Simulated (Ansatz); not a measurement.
# SnO: changing the choice of potentials or basis

The cell as given:

```yaml
crystal:
  lattice:
    - [3.81370, 0.00000, 0.00000]
    - [0.00000, 3.81370, 0.00000]
    - [0.00000, 0.00000, 4.88691]
  atoms:
    - { symbol: Sn, position: [0.50000, 0.00000, 0.76463] }
    - { symbol: Sn, position: [0.00000, 0.50000, 0.23537] }
    - { symbol: O, position: [0.00000, 0.00000, 0.00000] }
    - { symbol: O, position: [0.50000, 0.50000, 0.00000] }
```

The cell is a database's computed one, not the measured one.

Kept alike: task relaxation of cell and atoms; functional PBE; k mesh 7 × 7 × 6; occupations fermi-dirac, width 0.05 eV; no spin polarisation. Program: Ansatz. Cutoffs run from 420 to 1388 eV. The mesh is that of the run's cell of 4 atoms. No spin-orbit coupling.

| choice of potentials or basis | volume (Å³/atom) | first edge of the run's cell (Å) | third edge of the run's cell (Å) |
| --- | --- | --- | --- |
| Ansatz NC | 18.971 | 3.868 | 5.071 |
| Ansatz PAW | 18.953 | 3.868 | 5.067 |
| Ansatz PAW (files of its older set among them) | 18.937 | 3.868 | 5.063 |
| PseudoDojo standard (PBE files) | 18.914 | 3.869 | 5.054 |
| PseudoDojo stringent (PBE files) | 18.970 | 3.868 | 5.073 |
| SPMS NC | 18.968 | 3.875 | 5.053 |

The relaxations keep at least the cell's symmetry (P4/nmm). Relaxations stop with a little pressure left, so the last digits of a volume or edge aren't settled. Ansatz's relaxations hold a Pulay term in the stress (up to 0.4 GPa here).

Q: What does the choice of potentials or basis change here?

A: The volume runs from 18.914 (PseudoDojo standard (PBE files)) to 18.971 Å³/atom (Ansatz NC). The first edge of the run's cell runs from 3.868 (Ansatz NC; Ansatz PAW; Ansatz PAW (files of its older set among them); PseudoDojo stringent (PBE files)) to 3.875 Å (SPMS NC). The third edge of the run's cell runs from 5.053 (SPMS NC) to 5.073 Å (PseudoDojo stringent (PBE files)).
